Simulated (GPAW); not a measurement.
Here is a GPAW 26.7.0 calculation.

The input run.py:

```python
from ase.dft.bandgap import bandgap
from ase.io import read, write
from gpaw import GPAW, PW
from gpaw.response.df import DielectricFunction

atoms = read('POSCAR')

calc = GPAW(mode=PW(450),
            xc='PBE',
            kpts={'size': (8, 8, 4), 'gamma': True},
            occupations={'name': 'fermi-dirac', 'width': 0.05},
            nbands=24,
            convergence={'density': 1e-06},
            maxiter=150,
            txt='gpaw.txt')
atoms.calc = calc
energy = atoms.get_potential_energy()
calc.write('gs.gpw')
write('result.traj', atoms)
print(f'Energy: {energy:.6f} eV')
print('Fermi level:', round(calc.get_fermi_level(), 4), 'eV')
print(f'Gap: {bandgap(calc)[0]:.4f} eV, direct: {bandgap(calc, direct=True)[0]:.4f} eV')

dense = calc.fixed_density(kpts={'size': (17, 17, 9), 'gamma': True},
                           nbands=38, convergence={'bands': 32, 'eigenstates': 1e-7},
                           update_fermi_level=True, txt='dense.txt')
dense.write('dense.gpw', mode='all')

df = DielectricFunction('dense.gpw', frequencies={'type': 'nonlinear', 'domega0': 0.05, 'omega2': 10},
                        eta=0.1, ecut=50, nbands=32, rate='eta', txt='df.txt')
for direction in ['x', 'z']:
    df.get_dielectric_function(xc='RPA', direction=direction, filename=f'df_{direction}.csv')
```

The input POSCAR:

```
Zr
1.0
    3.2534045973      0.0000000000      0.0000000000
   -1.6267022986      2.8175310300      0.0000000000
    0.0000000000      0.0000000000      5.1810870861
Zr
2
Direct
    0.6666666667      0.3333333333      0.7500000000
    0.3333333333      0.6666666667      0.2500000000
```

Potentials or basis: GPAW PAW data sets (gpaw-data 1.2.1), pw.

Launch:

```bash
$ OMP_NUM_THREADS=1 python run.py
```

(1) What does it give for the band gap on the k mesh?

Results:

(1) none (metal or under the smearing width).

Caveat: the intraband term hangs on this k mesh; the long-wavelength limit can be off by several per cent where d states take part; independent-particle spectra lack excitons.
